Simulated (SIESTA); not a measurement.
# Al2O3 under changes of volume

One of the cells (13.454 Å³/atom); the others are scaled copies at fixed shape and fractional positions:

```
CELL_PARAMETERS angstrom
2.88432 0.00000 0.00000
-1.44216 2.49790 0.00000
0.00000 0.00000 9.33675
ATOMIC_POSITIONS crystal
Al 0.00000 0.00000 0.85001
Al 0.00000 0.00000 0.14999
O 0.33333 0.66667 0.77768
O 0.66667 0.33333 0.00000
O 0.33333 0.66667 0.22232
```

Measurements of this composition are mostly on another form, of space group No. 167.

* Program: SIESTA 5.4.2
* Functional: LDA
* Potentials or basis: PseudoDojo 0.4 standard (LDA files)
* Basis: DZP (energy shift 0.003 Ry)
* Grid cutoff: 800 Ry
* Energy shift: 0.003 Ry
* k mesh: 8 × 8 × 2
* Occupations: fermi-dirac, width 0.05 eV
* Spin: no spin polarisation

```tsv
volume (Å³/atom)	energy over the lowest point (meV/atom)	pressure (GPa)	gap on the mesh (eV)	largest force (eV/Å)
12.647	2.54	3.2	5.35	0.527
12.916	0.00	-0.1	5.16	0.403
13.185	2.76	-3.1	4.98	0.339
13.454	10.31	-5.8	4.80	0.281
13.723	22.17	-8.2	4.63	0.428
13.992	37.86	-10.4	4.46	0.622
14.261	?	?	?	?
```

Question: What does the run at 14.261 Å³/atom give?

Answer: Energy over the lowest point 57.01 meV/atom; pressure -12.3 GPa; gap on the mesh 4.30 eV; largest force 0.801 eV/Å.

Worked out: A Birch-Murnaghan fit of order 3 (a polynomial in V^(-2/3)) to the other rows has its minimum at 12.91 Å³/atom with B0 = V·E''(V) = 153 GPa and B' = 4.2 at fixed shape and positions, which overstates the stiffness. It gives 57.03 meV/atom at 14.261 Å³/atom, against the run's 57.01, and -dE/dV = -12.4 GPa, against -12.3. A straight line through the other rows of the gap, of slope -8.79 eV per unit of ln V, extrapolates to 4.29 eV, against the run's 4.30.

Energies are extrapolated to zero smearing.

Caveats: the basis of atomic orbitals isn't converged, which shifts pressures, moduli and gaps.

A mesh can miss the band edges.
